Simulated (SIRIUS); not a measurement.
## Ge: single point with PBEsol

Ge:

```
Ge
1.0
     3.99759    0.00000    0.00000
    -1.99879    3.46201    0.00000
     0.00000    0.00000    6.59938
Ge
4
Cartesian
  -0.0176 2.3018 6.2007
  2.0309 1.1743 2.8595
  0.0334 2.3214 3.7435
  2.0375 1.1317 0.4037
```

This isn't the form of Ge at room conditions, which is diamond.

The cell isn't the ideal one: atoms moved at random, drawn with an rms of 0.05 Å.

```json
{
 "Program": "SIRIUS 7.12.0",
 "Task": "single point",
 "Functional": "PBEsol",
 "Potentials or basis": "PseudoDojo 0.4.1 PBEsol standard (scalar relativistic)",
 "Cutoff": "1078 eV",
 "Density cutoff": "4311 eV",
 "k mesh": "8 × 8 × 4",
 "Occupations": "fermi-dirac, width 0.05 eV",
 "Spin": "no spin polarisation"
}
```

The pressure is 0.0 GPa. The largest force is 0.628 eV/Å and the band gap on the k mesh is 0.10 eV.

Forces in eV/Å, atoms in the order of the input:
```
Ge   0.600 -0.136 -0.128
Ge   0.029 -0.082  0.391
Ge  -0.043  0.063 -0.379
Ge  -0.586  0.155  0.117
```

Stress tensor (GPa, compression positive):
```
-0.15  0.72 -0.56
 0.72  0.07  0.19
-0.56  0.19  0.18
```

Wall time 7.4 min on 4 threads of Intel(R) Xeon(R) Platinum 8375C CPU @ 2.90GHz (Ice Lake), with other jobs on the host, peak memory 2.5 GiB.

A k mesh can miss the band edges.
